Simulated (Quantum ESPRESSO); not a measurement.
The system is Ag.

```xyz
2
Lattice="2.9300 0.0000 0.0000 -1.4650 2.5375 0.0000 0.0000 0.0000 4.7900" Properties=species:S:1:pos:R:3 pbc="T T T"
Ag    1.4650    0.8458    3.5925
Ag    0.0000    1.6916    1.1975
```

This isn't the form of Ag at room conditions, which is fcc.

```yaml
Program: Quantum ESPRESSO 7.5
Task: relaxation of cell and atoms
Functional: PBEsol
Dispersion: D3
Potentials_or_basis: GBRV 1.5 PBEsol
Cutoff: 762 eV
Density_cutoff: 6095 eV
k_mesh: 10 × 10 × 6
Occupations: fermi-dirac, width 0.05 eV
Spin: no spin polarisation
```

At the start: pressure -9.0 GPa; volume 17.81 Å³/atom.

Problem. Where does the relaxation end?

Solution. Over 6 steps the energy falls by 42.8 meV/atom and the volume is 16.26 Å³/atom (-8.7 %); space group P6_3/mmc (No. 194, to 0.05 Å).

Step by step:
| step | energy change (eV) | largest force (eV/Å) | pressure (GPa) | volume (Å³) |
| --- | --- | --- | --- | --- |
| 1 | 0.0000 | 0.0000 | -8.95 | 35.61 |
| 2 | -0.0359 | 0.0000 | -7.29 | 34.86 |
| 3 | -0.0811 | 0.0000 | 1.95 | 32.06 |
| 4 | -0.0857 | 0.0000 | -0.25 | 32.59 |
| 5 | -0.0856 | 0.0000 | 0.00 | 32.53 |
| 6 | -0.0855 | 0.0000 | 0.04 | 32.52 |

Final structure:
```
CELL_PARAMETERS angstrom
2.84620 0.00000 0.00000
-1.42310 2.46488 0.00000
0.00000 0.00000 4.63549
ATOMIC_POSITIONS crystal
Ag 0.66667 0.33333 0.75000
Ag 0.33333 0.66667 0.25000
```

Caveat: pairwise dispersion overbinds metals, which lowers pressure and volume.
